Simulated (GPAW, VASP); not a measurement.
Given: the input of a run of GPAW 26.7.0 (ASE script) on CdS (Greenockite). 

run.py

```python
from ase import Atoms
from ase.dft.bandgap import bandgap
from ase.io import write
from ase.units import GPa
from gpaw import GPAW, PW

atoms = Atoms(['Cd', 'Cd', 'S', 'S'],
              cell=[[4.15, 0.0, 0.0],
                    [-2.075, 3.5940054257, 0.0],
                    [0.0, 0.0, 6.737]],
              scaled_positions=[[0.6666666667, 0.3333333333, 0.5],
                                [0.3333333333, 0.6666666667, 0.0],
                                [0.6666666667, 0.3333333333, 0.875],
                                [0.3333333333, 0.6666666667, 0.375]],
              pbc=True)

calc = GPAW(mode=PW(600),
            xc='PBE',
            kpts={'size': (7, 7, 4), 'gamma': True},
            occupations={'name': 'methfessel-paxton', 'order': 0, 'width': 0.028999999999999998},
            nbands=31,
            convergence={'density': 1e-05, 'energy': 1e-05},
            maxiter=150,
            txt='gpaw.txt')
atoms.calc = calc
energy = atoms.get_potential_energy()
forces = atoms.get_forces()
stress = atoms.get_stress()
calc.write('gs.gpw')
write('result.traj', atoms)
print(f'Energy: {energy:.6f} eV')
print('Forces (eV/A):')
print(forces.round(4))
print('Stress (GPa):', (stress / GPa).round(3))
print('Fermi level:', round(calc.get_fermi_level(), 4), 'eV')
print(f'Gap: {bandgap(calc)[0]:.4f} eV, direct: {bandgap(calc, direct=True)[0]:.4f} eV')
```

Potentials or basis: GPAW PAW data sets (gpaw-data 1.2.1), pw.

Command:

```console
$ OMP_NUM_THREADS=1 python run.py
```

**Question.** What does the same run look like in VASP 6.6.1? Potentials or basis there: PBE PAW files Cd, S, 520 eV.

**Answer.** As run (cutoffs and basis follow the program's own potentials, and thresholds, step limits or extra output files can differ):

Contents of INCAR:

```
SYSTEM = CdS
ALGO = Fast
EDIFF = 1E-6
ENCUT = 520
GGA = PE
ISIF = 2
ISMEAR = 0
LASPH = .True.
LCHARG = .True.
LELF = .True.
LREAL = .False.
LVHAR = .True.
LWAVE = .False.
NELM = 100
PREC = Accurate
SIGMA = 0.028999999999999998
```

File KPOINTS:

```
k-points
0
Gamma
  7 7 4
  0 0 0
```

File POSCAR:

```
CdS
1.0
    4.1500000000      0.0000000000      0.0000000000
   -2.0750000000      3.5940054257      0.0000000000
    0.0000000000      0.0000000000      6.7370000000
Cd S
2 2
Direct
    0.6666666667      0.3333333333      0.5000000000
    0.3333333333      0.6666666667      0.0000000000
    0.6666666667      0.3333333333      0.8750000000
    0.3333333333      0.6666666667      0.3750000000
```

Potentials or basis: VASP PAW PBE potentials, release 64 (Cd, S).

Command:

```sh
$ cat potpaw_PBE.64/Cd/POTCAR potpaw_PBE.64/S/POTCAR > POTCAR
$ mpirun -np 1 vasp_std > vasp.out
```

Both were run:

|  | GPAW | VASP |
| --- | --- | --- |
| Pressure | 1.8 GPa | 2.4 GPa |
| Largest force | 0.067 eV/Å | 0.069 eV/Å |

Pressure is positive in compression.
